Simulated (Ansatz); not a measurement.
# Rh: a line through an energy map

One line of a two-coordinate grid on Rh (P6_3/mmc, No. 194; 2 atoms in the cell): c/a of the conventional cell is varied, at volume per atom = 15.37 Å³.

This is Rh in the hcp structure; at room conditions it is fcc.

Method: DFT PBE, scalar-relativistic, plane waves, PAW, in Ansatz 0.2.0.

41 further runs of the same task are left out: 41 set aside as unsound or not needed.

## Step 1: The starting structure

Symmetry: P6_3/mmc, No. 194, hexagonal system. Conventional cell: a = 2.725 Å, b = 2.725 Å, c = 4.385 Å, α = 90.00°, β = 90.00°, γ = 120.00°. Rh (site symmetry -6m2) is surrounded by 12 Rh at 2.70 to 2.72 Å.

Structure file:

```
Rh
1.0
     2.72486    0.00000    0.00000
    -1.36243    2.35980    0.00000
     0.00000    0.00000    4.38512
Rh
2
Direct
  0.66667 0.33333 0.75000
  0.33333 0.66667 0.25000
```

It goes back to an entry of the Materials Project, which need not be the stable form.

This cell was relaxed beforehand with the same method: volume 14.10 Å³/atom, gap on the mesh none (metal).

## Step 2: What is varied

The energy is mapped over volume and the cell's shape.

First coordinate, volume per atom: 9 values from 12.41 to 15.79 Å³. Second coordinate, c/a of the conventional cell: 9 values from 1.427 to 1.815.

Nothing else is relaxed (symmetry fixes all fractional coordinates). Energies count from the relaxed crystal. Points are written as (first, second).

## Step 3: Grid point (15.37 Å³, 1.427)

File input.yaml:

```yaml
crystal:
  lattice:
    - [2.919256302, 0.0, 0.0]
    - [-1.459628151, 2.5281501176, 0.0]
    - [0.0, 0.0, 4.1643191147]
  atoms:
    - { symbol: Rh, position: [0.6666666667, 0.3333333333, 0.75] }
    - { symbol: Rh, position: [0.3333333333, 0.6666666667, 0.25] }
basis:
  ecutwfc: 420
kpoints:
  mp_grid: { grid: [21, 21, 12] }
hamiltonian:
  xc: pbe
  pseudopotentials: { kind: paw, azcp: { folder: soft_1 } }
scf:
  occupations: { method: gaussian, width: 0.15 }
output:
  forces: true
  stress: true
  eigenvalues: true
```

On the command line:

```sh
ansatz run input.yaml --threads 1 --pin off --max-ram 2048MiB --backend cpu --events-out ev --progress --plain --runs-dir out
```

The session goes on with these runs: the other points of the line.

What does the calculation give? Wanted: for each run, c/a of the conventional cell; energy; slope; pressure.

As calculated:

```
c/a of the conventional cell  step  energy (meV/atom)  slope (meV/atom per unit)  pressure (GPa)
                       1.427     3                146                       −804          −13.86
                       1.470     4                116                       −599          −15.23
                       1.515     –                 93                       −397          −16.30
                       1.562     5                 79                       −196          −17.04
                       1.609     –                 75                          8          −17.40
                       1.659     6                 80                        200          −17.33
                       1.709     7                 95                        382          −16.83
                       1.762     8                120                        569          −15.89
                       1.815     9                156                        762          −14.47
```

Energies count from the relaxed crystal. Rows without a step come from runs not printed here or follow by symmetry. Slopes come from the forces (and the stress, where the cell changes), not from differences of energies.

In words: Along the line the energy is lowest at 1.609, 75 meV/atom from the zero. Energies and slopes round the minimum, fitted together, put the minimum at 1.6073, with a curvature of about 4200 meV/atom per (unit)². The highest point computed, at 1.815, lies 81 meV/atom above the lowest. This is one cut through a surface in two coordinates; the map's lowest point lies off it.
